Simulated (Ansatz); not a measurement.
## Zone-centre modes in ZrO2

Level of theory: DFT PBE, scalar-relativistic, plane waves, PAW in Ansatz. Cutoff 420 eV, Γ-centred 8×8×8 k-points, Gaussian smearing of 0.05 eV. No spin polarisation.

The undisturbed cell (as given, not relaxed at this level; this fluorite-type form isn't the usual structure):

```xyz
3
Lattice="0.0000 2.5350 2.5350 2.5350 0.0000 2.5350 2.5350 2.5350 0.0000" Properties=species:S:1:pos:R:3 pbc="T T T"
Zr    0.0000    0.0000    0.0000
O     1.2675    1.2675    1.2675
O     3.8025    3.8025    3.8025
```

Harmonic modes by finite displacements of 0.02 Å, without the LO–TO term.

(1) At this geometry, is the structure stable against these modes?

(2) List the wavenumbers in cm⁻¹.

Answers

(1) Yes: no mode is imaginary beyond 10 cm⁻¹, and only the three translations lie near zero.

(2) 0, 0, 0, 250, 250, 250, 571, 571, 571.

Cost: 1 run of about 0.059 core-minutes, on AMD EPYC 9R45 (Zen 5) (shared hosts).